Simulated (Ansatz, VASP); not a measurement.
# One calculation of AgCl, two programs

```
Ag Cl
1.0
     0.00000    2.77315    2.81475
     2.77315    0.00000    2.81475
     2.77315    2.77315    0.00000
Ag Cl
1 1
Direct
  0.50000 0.50000 0.50000
  0.00000 0.00000 0.00000
```

Change from the starting cell: strain +0.000 along x and y, +0.015 along z, atoms carried along.

Alike in both runs: task single point; functional PBEsol; k mesh 8 × 8 × 8; occupations gaussian, width 0.05 eV; no spin polarisation.

|  | VASP | Ansatz |
| --- | --- | --- |
| version | VASP 6.6.1 | Ansatz 0.2.0 |
| potentials or method | VASP PAW PBE potentials, release 64 (Ag, Cl) | scalar-relativistic, plane waves, PAW |
| plane-wave cutoff (eV) | 520 | 420 |
| valence electrons in the cell | 18 | 26 |

|  | VASP | Ansatz | Ansatz less VASP |
| --- | --- | --- | --- |
| gap on the k mesh at the Fermi level (eV) | 0.69 | 0.69 | +0.002 |
| least direct gap on the mesh (eV) | 2.98 | 2.97 | -0.002 |
| pressure (GPa) | -3.3 | -3.2 | +0.09 |
| largest component of the traceless stress (GPa) | 0.09 | 0.10 | +0.004 |

The functional is the same, so the differences come from potentials, cutoffs and numerics. The two sets of potentials don't hold the same shells in valence.

Caveats: the PAW data sets were made with another functional, which shifts forces and pressure a little (VASP). A k mesh can miss the band edges.
